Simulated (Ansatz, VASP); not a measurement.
## One calculation of KCl, two programs

POSCAR

```
KCl
1.0
    3.6340000000      0.0000000000      0.0000000000
    0.0000000000      3.6340000000      0.0000000000
    0.0000000000      0.0000000000      3.6340000000
K Cl
1 1
Direct
    0.0000000000      0.0000000000      0.0000000000
    0.5000000000      0.5000000000      0.5000000000
```

The input INCAR.step1:

```
PREC = Accurate ; ENCUT = 520
ISMEAR = 0 ; SIGMA = 0.1
LREAL = False ; LASPH = True
NELM = 100 ; NBANDS = 15
GGA = PE ; ALGO = Normal
EDIFF = 1E-4 ; LWAVE = True
LCHARG = False
```

INCAR.step2

```
PREC = Accurate ; ENCUT = 520
EDIFF = 1E-6 ; ISMEAR = 0
SIGMA = 0.1 ; LREAL = False
LASPH = True ; NELM = 100
ALGO = Normal ; ISIF = 2
LWAVE = False ; LCHARG = False
METAGGA = R2SCAN ; LMIXTAU = True
NBANDS = 15 ; ISTART = 1
```

Contents of KPOINTS:

```
regular mesh
0
Gamma
  6 6 6
```

Input for Ansatz:

```yaml
crystal:
  lattice:
    - [3.634, 0.0, 0.0]
    - [0.0, 3.634, 0.0]
    - [0.0, 0.0, 3.634]
  atoms:
    - { symbol: K, position: [0.0, 0.0, 0.0] }
    - { symbol: Cl, position: [0.5, 0.5, 0.5] }
basis:
  ecutwfc: 500
kpoints:
  mp_grid: { grid: [6, 6, 6] }
hamiltonian:
  xc: r2scan
scf:
  occupations: { method: gaussian, width: 0.1 }
output:
  forces: true
  stress: true
  eigenvalues: true
```

Measurements of this composition are mostly on another form, of space group No. 225.

Alike in both runs: task single point; functional r2SCAN; k mesh 6 × 6 × 6; occupations gaussian, width 0.1 eV; no spin polarisation.

|  | VASP | Ansatz |
| --- | --- | --- |
| version | VASP 6.6.1 | Ansatz 0.2.0 |
| potentials or method | VASP PAW PBE potentials, release 64 (K_sv, Cl) | scalar-relativistic, plane waves, PAW |
| plane-wave cutoff (eV) | 520 | 500 |
| valence electrons in the cell | 16 | 16 |

Ansatz gave:

* gap on the k mesh at the Fermi level (eV): 6.40
* least direct gap on the mesh (eV): 6.63
* pressure (GPa): 3.3

Question: Which values does VASP return?

Answer: gap on the k mesh at the Fermi level (eV): 6.40; least direct gap on the mesh (eV): 6.64; pressure (GPa): 3.3.

Caveats: the PAW data sets were made with another functional, which shifts forces and pressure a little (VASP). r2SCAN opens gaps a little over a GGA but as a rule still falls short of measured ones. A k mesh can miss the band edges.
